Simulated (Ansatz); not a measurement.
# CrCuO2: the cost of one run

Program: Ansatz 0.2.0. Level of theory: DFT PBE+U (U_eff = 3.7 eV on Cr 3d, 4 eV on Cu 3d), scalar-relativistic, plane waves, PAW. These are calculated values, not measurements.

These runs use a low cutoff (300 eV) and a coarse mesh on purpose, to show what cheap settings give: their numbers aren't properties of the material.

**1. Starting point**

Symmetry: R-3m, No. 166, trigonal system. The conventional cell has a = 3.022 Å, b = 3.022 Å, c = 17.228 Å, α = 90.00°, β = 90.00°, γ = 120.00°. Around Cr (site symmetry -3m) lie 6 O at 2.01 Å. Cu (site symmetry -3m) is surrounded by 2 O at 1.88 Å. O (site symmetry 3m) is surrounded by 1 Cu at 1.88 Å and 3 Cr at 2.01 Å.

Coordinates:

```
CELL_PARAMETERS angstrom
1.51104 -0.87240 11.48514
0.00000 1.74480 11.48514
-1.51104 -0.87240 11.48514
ATOMIC_POSITIONS crystal
Cr 0.25000 0.25000 0.25000
Cu 0.00000 0.00000 0.00000
O 0.05444 0.05444 0.05444
O 0.44556 0.44556 0.44556
Cr 0.75000 0.75000 0.75000
Cu 0.50000 0.50000 0.50000
O 0.55444 0.55444 0.55444
O 0.94556 0.94556 0.94556
```

The moments start at Cr 2.78, -2.78; Cu 0.05, -0.05 μB.

**2. Bands and density of states at the final cell**

input.yaml

```yaml
crystal:
  lattice:
    - [1.511040098, -0.8723994074, 11.4851429472]
    - [0.0, 1.7447988147, 11.4851429472]
    - [-1.511040098, -0.8723994074, 11.4851429472]
  atoms:
    - { symbol: Cr, position: [0.2499999998, 0.2499999998, 0.2499999998], spin: 2.78 }
    - { symbol: Cu, position: [1.0e-10, 1.0e-10, 1.0e-10], spin: 0.05 }
    - { symbol: O, position: [0.0544383612, 0.0544383612, 0.0544383612] }
    - { symbol: O, position: [0.4455616391, 0.4455616391, 0.4455616391] }
    - { symbol: Cr, position: [0.75, 0.75, 0.75], spin: -2.78 }
    - { symbol: Cu, position: [0.5, 0.5, 0.5], spin: -0.05 }
    - { symbol: O, position: [0.5544383609, 0.5544383609, 0.5544383609] }
    - { symbol: O, position: [0.9455616389, 0.9455616389, 0.9455616389] }
basis:
  ecutwfc: 300
  ecutrho_ratio: 4
kpoints:
  mp_grid: { grid: [6, 6, 6] }
  band_path:
    path:
      - [[0.0, 0.0, 0.0], [1.0, 1.0, 1.0], [1.3179473, 1.0, 0.6820527]]
      - [[0.6820527, 0.3179473, 0.0], [0.5, 0.5, 0.0], [0.0, 0.0, 0.0], [0.34102635, 0.0, -0.34102635]]
      - [[1.0, 0.65897365, 0.34102635], [1.0, 0.5, 0.5], [0.0, 0.0, 0.0]]
    npoints: 14
hamiltonian:
  xc: pbe
  hubbard:
    sites:
      - { species: Cr, l: d, u_eff: 3.7 }
      - { species: Cu, l: d, u_eff: 4.0 }
scf:
  occupations: { method: gaussian, width: 0.05 }
  lower_state_search: "off"
  n_extra_bands: 32
output:
  forces: true
  stress: true
  eigenvalues: true
  populations: true
  hubbard: { sites: [{ species: Cr, l: d }, { species: Cu, l: d }] }
  dos: { projected: true, de: 0.02, nscf_kmesh: { grid: [9, 9, 9] } }
  bader: true
magnetization:
  spin_polarized: true
checkpoint:
  read: start.run
  write: ck
  compress: false
  write_wavefunctions: false
  write_every: 100000
```

It reads its starting density from start.run, saved by an earlier run on this cell.

Started as:

```
ansatz run input.yaml --threads 2 --pin off --max-ram 5120MiB --backend cpu --events-out ev --progress --plain --runs-dir out
```

Q: Estimate wall time and peak memory on 2 threads of Intel Xeon at 2.50GHz (Skylake/Cascade Lake), shared host.

About 3.5 min, with a peak of 0.94 GiB.
